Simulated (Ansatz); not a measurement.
# MoS2: the cost of one run

Method: DFT LDA+U (U_eff = 1 eV on Mo d, around-mean-field double counting), plane waves, PAW, in Ansatz 0.2.0.

## (1) The structure to begin with

Symmetry: C2/m, No. 12, monoclinic system. Conventional cell: a = 6.296 Å, b = 3.860 Å, c = 4.439 Å, α = 90.00°, β = 90.04°, γ = 90.00°. Mo (site symmetry 2/m) is surrounded by 6 S at 2.35 to 2.60 Å. Around S (site symmetry m) lie 3 Mo at 2.35 to 2.60 Å.

Cell or atoms stand a little off a more symmetric structure (P-3m1 at a tolerance of 0.3 Å), so results at this geometry aren't those of that ideal crystal.

Structure file:

```
CELL_PARAMETERS angstrom
3.14799 -1.92978 0.00000
3.14799 1.92978 0.00000
-0.00310 0.00000 4.43933
ATOMIC_POSITIONS crystal
Mo 0.00000 0.00000 0.00000
S 0.68790 0.68790 0.28890
S 0.31210 0.31210 0.71110
```

An earlier series on this cell reached its lowest free state from «ferromagnetic start, free, natural orbitals of the symmetric run filled by rank», perhaps among other starts.

## (2) Spin-orbit coupling, direction held

input.yaml

```yaml
crystal:
  lattice:
    - [3.14799252, -1.92978203, 0.0]
    - [3.14799252, 1.92978203, 0.0]
    - [-0.00309924, 0.0, 4.43932959]
  atoms:
    - { symbol: Mo, position: [0.0, 0.0, 0.0], spin: 2.0, spin_axis: [0.57735, 0.57735, 0.57735] }
    - { symbol: S, position: [0.6879, 0.6879, 0.2889] }
    - { symbol: S, position: [0.3121, 0.3121, 0.7111] }
basis:
  ecutwfc: 420
  ecutrho_ratio: 4
kpoints:
  mp_grid: { grid: [6, 6, 4] }
hamiltonian:
  xc: lda
  hubbard:
    sites:
      - { site: 0, l: d, u_eff: 1.0, starting_ns: [{ occupation_matrix: s0 }] }
    double_counting: amf
    occupation_matrices:
      s0:
        spinor_matrix:
          - [[0.21559, 0.0], [-0.20478, 0.0], [0.0, 0.0], [0.2576, 0.0], [0.0, 0.0], [0.07159, -0.07159], [-0.07495, 0.07495], [0.0, 0.0], [0.09429, -0.09429], [0.0, 0.0]]
          - [[-0.20478, 0.0], [0.23439, 0.0], [0.0, 0.0], [-0.26969, 0.0], [0.0, 0.0], [-0.07495, 0.07495], [0.07847, -0.07847], [0.0, 0.0], [-0.09871, 0.09871], [0.0, 0.0]]
          - [[0.0, 0.0], [0.0, 0.0], [0.57284, 0.0], [0.0, 0.0], [0.32951, 0.0], [0.0, 0.0], [0.0, 0.0], [0.20235, -0.20235], [0.0, 0.0], [0.12061, -0.12061]]
          - [[0.2576, 0.0], [-0.26969, 0.0], [0.0, 0.0], [0.35926, 0.0], [0.0, 0.0], [0.09429, -0.09429], [-0.09871, 0.09871], [0.0, 0.0], [0.12418, -0.12418], [0.0, 0.0]]
          - [[0.0, 0.0], [0.0, 0.0], [0.32951, 0.0], [0.0, 0.0], [0.2164, 0.0], [0.0, 0.0], [0.0, 0.0], [0.12061, -0.12061], [0.0, 0.0], [0.07189, -0.07189]]
          - [[0.07159, 0.07159], [-0.07495, -0.07495], [0.0, 0.0], [0.09429, 0.09429], [0.0, 0.0], [0.07241, 0.0], [-0.05487, 0.0], [0.0, 0.0], [0.06902, 0.0], [0.0, 0.0]]
          - [[-0.07495, -0.07495], [0.07847, 0.07847], [0.0, 0.0], [-0.09871, -0.09871], [0.0, 0.0], [-0.05487, 0.0], [0.07745, 0.0], [0.0, 0.0], [-0.07226, 0.0], [0.0, 0.0]]
          - [[0.0, 0.0], [0.0, 0.0], [0.20235, 0.20235], [0.0, 0.0], [0.12061, 0.12061], [0.0, 0.0], [0.0, 0.0], [0.16813, 0.0], [0.0, 0.0], [0.08829, 0.0]]
          - [[0.09429, 0.09429], [-0.09871, -0.09871], [0.0, 0.0], [0.12418, 0.12418], [0.0, 0.0], [0.06902, 0.0], [-0.07226, 0.0], [0.0, 0.0], [0.1109, 0.0], [0.0, 0.0]]
          - [[0.0, 0.0], [0.0, 0.0], [0.12061, 0.12061], [0.0, 0.0], [0.07189, 0.07189], [0.0, 0.0], [0.0, 0.0], [0.08829, 0.0], [0.0, 0.0], [0.07263, 0.0]]
    ns_hold: { iters: 8 }
scf:
  occupations: { method: gaussian, width: 0.05 }
  lower_state_search: "off"
  max_iter: 150
output:
  forces: true
  stress: true
  eigenvalues: true
  populations: true
  hubbard: { sites: [{ site: 0, l: d }] }
magnetization:
  noncollinear: true
  spin_orbit: true
  spin_locking: { lock_directions: true }
```

The typed matrices are held for 8 cycles. The lock stays on to the end, so the result is a constrained state unless its moments die out. This run includes spin–orbit coupling.

On the command line:

```
$ ansatz run input.yaml --threads 2 --pin off --max-ram 3072MiB --backend cpu --events-out ev --progress --plain --runs-dir out
```

What time and memory should one allow on 2 threads of Arm Neoverse V2, shared host?

About 68 s, with a peak of 0.7 GiB.
